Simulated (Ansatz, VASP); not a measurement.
# Ni: VASP beside Ansatz

The input INCAR:

```
SYSTEM = Ni
  PREC = Accurate
  ENCUT = 520
  EDIFF = 1E-6
  ISMEAR = -1
  SIGMA = 0.1
  LREAL = .FALSE.
  LASPH = .TRUE.
  NELM = 100
  ALGO = Normal
  ISIF = 2
  LWAVE = .FALSE.
  LCHARG = .FALSE.
  GGA = PE
  NBANDS = 11
```

The input KPOINTS:

```
regular mesh
0
G
  25 25 25
  0 0 0
```

File POSCAR:

```
Ni
1.0
    0.0000000000      1.7334971716      1.7334971716
    1.7334971716      0.0000000000      1.7334971716
    1.7334971716      1.7334971716      0.0000000000
Ni
1
Direct
    0.0000000000      0.0000000000      0.0000000000
```

Input for Ansatz:

```yaml
crystal:
  lattice:
    - [0.0, 1.7334971716, 1.7334971716]
    - [1.7334971716, 0.0, 1.7334971716]
    - [1.7334971716, 1.7334971716, 0.0]
  atoms:
    - { symbol: Ni, position: [0.0, 0.0, 0.0] }
hamiltonian:
  xc: pbe
  pseudopotentials:
    kind: paw
    azcp:
      Ni: "pseudopotentials/Ni.paw.azcp"
basis:
  ecutwfc: 420
  fft_grid_basis: typed
kpoints:
  mp_grid: { grid: [25, 25, 25], shift: [0, 0, 0] }
magnetization:
  spin_polarized: false
scf:
  occupations: { method: fermi_dirac, width: 0.1 }
output:
  stress: true
```

Alike in both runs: task single point; functional PBE; k mesh 25 × 25 × 25; occupations fermi-dirac, width 0.1 eV; no spin polarisation.

|  | VASP | Ansatz |
| --- | --- | --- |
| version | VASP 6.6.1 | Ansatz 0.2.0 |
| potentials or method | VASP PAW PBE potentials, release 64 (Ni) | plane waves (420 eV) with PAW, scalar-relativistic |
| plane-wave cutoff (eV) | 520 | 420 |
| valence electrons in the cell | 10 | 18 |

```tsv
	VASP	Ansatz	Ansatz less VASP
pressure (GPa)	9.0	9.1	+0.13
```

The two sets of potentials don't hold the same shells in valence.

Caveats: the run has no spin polarisation, though such a crystal can be magnetic. Spin polarisation is off, so any magnetic state and its effect on volume and gap are missing.
